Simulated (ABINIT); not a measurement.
The system is Au.

```xyz
1
Lattice="0.0000 2.0350 2.0350 2.0350 0.0000 2.0350 2.0350 2.0350 0.0000" Properties=species:S:1:pos:R:3 pbc="T T T"
Au    0.0000    0.0000    0.0000
```

Base run:

```yaml
Program: ABINIT 10.8.3 (patched build)
Functional: revPBE
Potentials_or_basis: PseudoDojo NC SR PBE v0.4.1 standard
Cutoff: 1034 eV
k_mesh: 11 × 11 × 11
Occupations: fermi-dirac, width 0.05 eV
Spin: no spin polarisation
```

Its results: band gap on the k mesh none (metal or under the smearing width); pressure 13.1 GPa.

Question: After a change of settings the same cell gave: band gap on the k mesh none (metal or under the smearing width); pressure 2.7 GPa. Which change was it?
A. functional from revPBE to PBE; potentials or basis from PseudoDojo NC SR PBE v0.4.1 standard to Ansatz NC PBE
B. functional from revPBE to HCTH407; potentials or basis from PseudoDojo NC SR PBE v0.4.1 standard to JTH PAW PBE v2.0; cutoff from 1034 eV to 680 eV; valence electrons from 19 to 11
C. functional from revPBE to WC; potentials or basis from PseudoDojo NC SR PBE v0.4.1 standard to PseudoDojo NC SR PBEsol v0.4.1 standard
D. functional from revPBE to LDA-Teter; potentials or basis from PseudoDojo NC SR PBE v0.4.1 standard to JTH PAW LDA v2.0; cutoff from 1034 eV to 680 eV; valence electrons from 19 to 11

Answer: C.

Caveats: the potentials were made for another functional, which shifts forces and pressure.

Not every run made on this cell is shown here.
